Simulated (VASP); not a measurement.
A run of VASP 6.6.1 is set up as follows.

INCAR

```
SYSTEM = V
PREC     = Accurate       ! precision mode
ENCUT    = 520            ! plane-wave cutoff, eV
EDIFF    = 1E-6           ! SCF threshold, eV
ISMEAR   = 0              ! smearing method
SIGMA    = 0.15           ! smearing width, eV
LREAL    = .False.        ! projectors in reciprocal space
LASPH    = .True.         ! aspherical terms in the spheres
NELM     = 100            ! most SCF steps
ALGO     = Fast           ! electronic algorithm
ISIF     = 2              ! what is computed and relaxed
LWAVE    = .False.        ! write WAVECAR
LCHARG   = .False.        ! write CHGCAR
GGA      = PS             ! functional
NBANDS   = 12             ! bands
```

Contents of KPOINTS:

```
Automatic mesh
0
Gamma
  22 22 22
  0 0 0
```

POSCAR

```
V
1.0
   -1.6340400000      1.6340400000      1.3919600000
    1.6340400000     -1.6340400000      1.3919600000
    1.6340400000      1.6340400000     -1.3919600000
V
1
Direct
    0.0000000000      0.0000000000      0.0000000000
```

Potentials or basis: VASP PAW PBE potentials, release 64 (V_sv).

Run with:

```console
$ cat potpaw_PBE.64/V_sv/POTCAR > POTCAR
$ mpirun -np 1 vasp_std > vasp.out
```

Task: Predict the band gap on the k mesh.

Result: None (metal or under the smearing width).

Task: Predict the pressure.

Result: -19.1 GPa.

Stress tensor (GPa, compression positive):
```
-22.90   0.00   0.00
  0.00 -22.90   0.00
  0.00   0.00 -11.51
```

Caveat: so large a pressure means that the cell lies far from this level's equilibrium, or that cutoff or potentials fall short; the potentials were made for another functional, which shifts forces and pressure.
